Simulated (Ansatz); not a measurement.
Runs of Ansatz 0.2.0 on Al3Ni2. The structure is trigonal, space group P-3m1 (No. 164). Conventional cell: a = 3.994 Å, b = 3.994 Å, c = 4.881 Å, α = 90.00°, β = 90.00°, γ = 120.00°. Ni (site symmetry 3m) has 8 Al at 2.41 to 2.51 Å and 3 Ni at 2.71 Å as nearest neighbours. Al (site symmetry 3m) is surrounded by 5 Ni at 2.43 to 2.51 Å and 3 Al at 2.72 Å. Al (site symmetry -3m) is surrounded by 6 Ni at 2.41 Å. The cell comes from a database or a generator and needn't be the stable form of this composition.

```tsv
spin	k mesh	gap on the mesh (eV)	pressure (GPa)	moment (μB)	largest force (eV/Å)
collinear, random start	8 × 8 × 6	none	0.0	0.00	0.05
off	8 × 8 × 6	none	0.0	-	0.05
collinear, ferromagnetic start	8 × 8 × 6	none	0.0	0.00	0.05
collinear, antiferromagnetic start	8 × 8 × 6	none	0.0	0.00	0.05
non-collinear, random start	6 × 6 × 4	none	(a)	0.00	0.02
collinear, ferrimagnetic start	8 × 8 × 6	none	0.0	0.00	0.05
```

Alike in all rows: task single point; level PBEsol; potentials or basis Ansatz PAW; cell as given; cutoff (eV) 420; smearing fermi-dirac 0.05 eV.

Estimate the missing entries.

(a) 0.1.

Caveats: the PAW data sets come from PBE, with cores solved anew for the run's functional, which leaves a small shift of forces and pressure; the starting moments weren't kept (some runs).

A gap of «none» marks a metal or a gap under the smearing width.
